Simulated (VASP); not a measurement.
# Al2Cu (I4/mmm) in VASP: reference runs, part 2 of 2

VASP 6.6.1. Earlier steps stand in the parts before.

## Step 7: Equation of state, PBEsol, 16.30 Å³/atom (volume scaled by 1.04)

Contents of INCAR:

```
PREC     = Accurate       # precision mode
ENCUT    = 520            # plane-wave cutoff, eV
EDIFF    = 1E-7           # SCF threshold, eV
ISMEAR   = -1             # smearing method
SIGMA    = 0.05           # smearing width, eV
LREAL    = False          # projectors in reciprocal space
LASPH    = True           # aspherical terms in the spheres
NELM     = 60             # most SCF steps
ALGO     = Normal         # electronic algorithm
ISIF     = 2              # what is computed and relaxed
LWAVE    = False          # write WAVECAR
LCHARG   = False          # write CHGCAR
GGA      = PS             # functional
NBANDS   = 16             # bands
```

Contents of KPOINTS:

```
Automatic mesh
0
Gamma
  9 9 9
```

Contents of POSCAR:

```
Al2Cu
1.0
   -2.0570555311      2.0570555311      2.8886126973
    2.0570555311     -2.0570555311      2.8886126973
    2.0570555311      2.0570555311     -2.8886126973
Cu Al
1 2
Direct
    0.5000000000      0.5000000000      0.0000000000
    0.2500000000      0.7500000000      0.5000000000
    0.7500000000      0.2500000000      0.5000000000
```

Potentials or basis: VASP PAW PBE potentials, release 64 (Cu, Al).

On the command line:

```
$ cat potpaw_PBE.64/Cu/POTCAR potpaw_PBE.64/Al/POTCAR > POTCAR
$ mpirun -np 1 vasp_std > vasp.out
```

OUTCAR:

```text
PREC = Accurate
   ENCUT = 520
   EDIFF = 1E-7
   ISMEAR = -1
   LREAL = False
   LASPH = True
   NELM = 60
   ISIF = 2
   GGA = PS

 Found     75 irreducible k-points:

 Following reciprocal coordinates:
            Coordinates               Weight
  0.000000  0.000000  0.000000      1.000000
  0.111111  0.000000 -0.000000      8.000000
  0.222222  0.000000 -0.000000      8.000000
  0.333333  0.000000 -0.000000      8.000000
  0.444444  0.000000 -0.000000      8.000000
  0.111111  0.111111 -0.000000      8.000000
[... 191 lines left out ...]
  FORCE on cell =-STRESS in cart. coord.  units (eV):
  Direction    XX          YY          ZZ          XY          YZ          ZX
  --------------------------------------------------------------------------------------
  -------------------------------------------------------------------------------------
  Total       -1.1255210     -1.1255210     -1.0774854      0.0000000     -0.0000000     -0.0000000
  in kB      -36.8827116    -36.8827116    -35.3086129      0.0000000     -0.0000000     -0.0000000
  external PRESSURE =     -36.3580121 kB  Pullay stress =       0.0000000 kB

 VOLUME and BASIS-vectors are now :
 -----------------------------------------------------------------------------
  energy-cutoff  :      520.00
  volume of cell :       48.89
      direct lattice vectors                 reciprocal lattice vectors
    -2.057055531  2.057055531  2.888612697     0.000000000  0.243065874  0.173093472
     2.057055531 -2.057055531  2.888612697     0.243065874  0.000000000  0.173093472
     2.057055531  2.057055531 -2.888612697     0.243065874  0.243065874  0.000000000

 POSITION                                       TOTAL-FORCE (eV/Angst)
 -----------------------------------------------------------------------------------
      0.00000      0.00000      2.88861         0.000000     -0.000000      0.000000
      2.05706     -0.00000      1.44431        -0.000000      0.000000      0.000000
     -0.00000      2.05706      1.44431         0.000000     -0.000000     -0.000000
 -----------------------------------------------------------------------------------
    total drift:                                0.000000     -0.000000      0.000000

  FREE ENERGIE OF THE ION-ELECTRON SYSTEM (eV)
  ---------------------------------------------------
  free  energy   TOTEN  =       -12.9858682025 eV

  energy  without entropy=      -12.9729674578  energy(sigma->0) =      -12.97941783
```

OSZICAR:

```text
N       E                     dE             d eps       ncg     rms          rms(c)
DAV:   1     0.608239559109E+02    0.60824E+02   -0.68570E+03  2408   0.112E+03
DAV:   2    -0.130412998587E+02   -0.73865E+02   -0.65259E+02  2592   0.197E+02
DAV:   3    -0.154777818265E+02   -0.24365E+01   -0.23921E+01  3304   0.412E+01
DAV:   4    -0.155302910335E+02   -0.52509E-01   -0.52490E-01  2816   0.519E+00
DAV:   5    -0.155328571674E+02   -0.25661E-02   -0.25661E-02  3792   0.125E+00    0.158E+01
DAV:   6    -0.183113033520E+02   -0.27784E+01   -0.50030E+01  2672   0.227E+02    0.131E+01
DAV:   7    -0.132312563410E+02    0.50800E+01   -0.12480E+01  3000   0.755E+01    0.288E+00
DAV:   8    -0.130114921155E+02    0.21976E+00   -0.12310E+00  3448   0.307E+01    0.148E+00
DAV:   9    -0.129867758370E+02    0.24716E-01   -0.12587E-01  3792   0.645E+00    0.287E-01
DAV:  10    -0.129891896238E+02   -0.24138E-02   -0.34760E-03  3320   0.164E+00    0.418E-01
DAV:  11    -0.129859371031E+02    0.32525E-02   -0.10907E-02  3064   0.358E+00    0.798E-02
DAV:  12    -0.129859270338E+02    0.10069E-04   -0.57833E-04  3608   0.286E-01    0.574E-02
DAV:  13    -0.129858803097E+02    0.46724E-04   -0.40506E-05  3296   0.205E-01    0.261E-02
DAV:  14    -0.129858678644E+02    0.12445E-04   -0.34336E-05  3336   0.179E-01    0.112E-03
DAV:  15    -0.129858682433E+02   -0.37892E-06   -0.31385E-06  3664   0.169E-02    0.420E-03
DAV:  16    -0.129858682025E+02    0.40830E-07   -0.54925E-08  1616   0.752E-03
   1 F= -.12985868E+02 E0= -.12979418E+02  d E =-.129007E-01
```

stdout:

```text
POSCAR found type information on POSCAR CuAl
 POSCAR found :  2 types and       3 ions
 scaLAPACK will be used
 -----------------------------------------------------------------------------
|                                                                             |
|                                                                             |
|     You enforced a specific xc type in the INCAR file but a different       |
|     I HOPE YOU KNOW WHAT YOU ARE DOING!                                     |
|                                                                             |
 -----------------------------------------------------------------------------

 LDA part: xc-table for (Slater+PW92), standard interpolation
 POSCAR, INCAR and KPOINTS ok, starting setup
 FFT: planning ... GRIDC
 FFT: planning ... GRID_SOFT
 FFT: planning ... GRID
 WAVECAR not read
 entering main loop
```

It took 73 s on 1 thread of Intel Xeon Platinum 8488C (Sapphire Rapids), shared host; peak memory 0.2 GiB.

What came out:

```yaml
Free_energy: -12.9859 eV
Pressure: -3.6 GPa
Band_gap_on_the_k_mesh: none (metal or under the smearing width)
```

Caveat: the PAW data sets were made with another functional, which shifts forces and pressure a little.

## Step 8: Equation of state, PBEsol, 16.61 Å³/atom (volume scaled by 1.06)

INCAR is that of step 7.

KPOINTS is that of step 7.

Contents of POSCAR:

```
Al2Cu
1.0
   -2.0701581488      2.0701581488      2.9070120003
    2.0701581488     -2.0701581488      2.9070120003
    2.0701581488      2.0701581488     -2.9070120003
Cu Al
1 2
Direct
    0.5000000000      0.5000000000      0.0000000000
    0.2500000000      0.7500000000      0.5000000000
    0.7500000000      0.2500000000      0.5000000000
```

On the command line:

```
$ cat potpaw_PBE.64/Cu/POTCAR potpaw_PBE.64/Al/POTCAR > POTCAR
$ mpirun -np 1 vasp_std > vasp.out
```

It took 66 s on 1 thread of Intel Xeon Platinum 8488C (Sapphire Rapids), shared host; peak memory 0.2 GiB.

Results (log left out):

| Property | Result |
| --- | --- |
| Free energy | -12.9604 eV |
| Pressure | -5.2 GPa |
| Band gap on the k mesh | none (metal or under the smearing width) |

Caveat: the PAW data sets were made with another functional, which shifts forces and pressure a little.

## Step 9: Single point, PBEsol (atoms moved at random, drawn with an rms of 0.05 Å)

INCAR: that of step 8 with these lines changed.

```diff
@@ -11,4 +11,6 @@
 LWAVE    = False          # write WAVECAR
-LCHARG   = False          # write CHGCAR
+LCHARG   = True           # write CHGCAR
 GGA      = PS             # functional
+LELF     = True           # ELF
+LVHAR    = True         
 NBANDS   = 16             # bands
```

KPOINTS is that of step 8.

Contents of POSCAR:

```
Al2Cu
1.0
   -2.0303375000      2.0303375000      2.8510940000
    2.0303375000     -2.0303375000      2.8510940000
    2.0303375000      2.0303375000     -2.8510940000
Cu Al
1 2
Direct
    0.5041870000      0.4947320000      0.0022620000
    0.2455800000      0.7451240000      0.5011330000
    0.7479760000      0.2497260000      0.5009340000
```

Potentials or basis: VASP PAW PBE potentials, release 64 (Cu, Al).

On the command line:

```
$ cat potpaw_PBE.64/Cu/POTCAR potpaw_PBE.64/Al/POTCAR > POTCAR
$ mpirun -np 1 vasp_std > vasp.out
```

Wall time 6.9 min (1 thread of Intel Xeon Platinum 8488C (Sapphire Rapids), shared host); peak memory 0.38 GiB.

The run converged. Its results:

```
Free energy            : -13.0018 eV
Pressure               : 0.2 GPa
Largest force          : 0.230 eV/Å
Band gap on the k mesh : none (metal or under the smearing width)
```

Forces in eV/Å, atoms in the order of the input:
```
Cu   0.130 -0.176 -0.073
Al  -0.049  0.074  0.114
Al  -0.081  0.102 -0.041
```

Stress tensor (GPa, compression positive):
```
-0.27  0.02 -0.10
 0.02  0.55 -0.09
-0.10 -0.09  0.34
```

Levels at points of the mesh, in eV from the Fermi level:
```tsv
k point	band 7	band 8	band 9	band 10	band 11	band 12
(0.00, 0.00, 0.00)	2.84	2.90	2.92	2.97	3.01	3.05
```

Caveat: the PAW data sets were made with another functional, which shifts forces and pressure a little.

## Step 10: Equation of state, PBEsol

No new run: the results of the series are fitted here.

What came out:

```
Equilibrium volume                        : 15.70 Å³/atom
Bulk modulus at fixed shape and positions : 103 GPa
Pressure derivative of the bulk modulus   : 4.5
```

Energy against volume, from the lowest point:
| volume (Å³/atom) | energy (meV/atom) |
| --- | --- |
| 14.730 | 21.62 |
| 15.044 | 9.53 |
| 15.357 | 2.50 |
| 15.671 | 0.00 |
| 15.984 | 1.57 |
| 16.297 | 6.78 |
| 16.611 | 15.26 |

Caveat: the cell was scaled at fixed shape and fractional positions, which overstates the stiffness of a crystal with free parameters, most of all of layers and chains; the PAW data sets were made with another functional, which shifts forces and pressure a little.

## Step 11: The runs side by side

| task | cell | gap on the mesh (eV) | pressure (GPa) |
| --- | --- | --- | --- |
| single point | as given | none | 0.1 |
| single point | atoms moved at random, drawn with an rms of 0.05 Å | none | 0.2 |
| equation of state | as given | - | - |

Alike in all rows: level PBEsol; potentials or basis VASP PAW PBE potentials, release 64 (Cu, Al); no spin polarisation; k mesh 9 × 9 × 9; cutoff (eV) 520; smearing fermi-dirac 0.05 eV.

Caveats: the PAW data sets were made with another functional, which shifts forces and pressure a little; the cell was scaled at fixed shape and fractional positions, which overstates the stiffness of a crystal with free parameters, most of all of layers and chains (some runs).

Absolute energies hang on the potentials; compare differences alone.
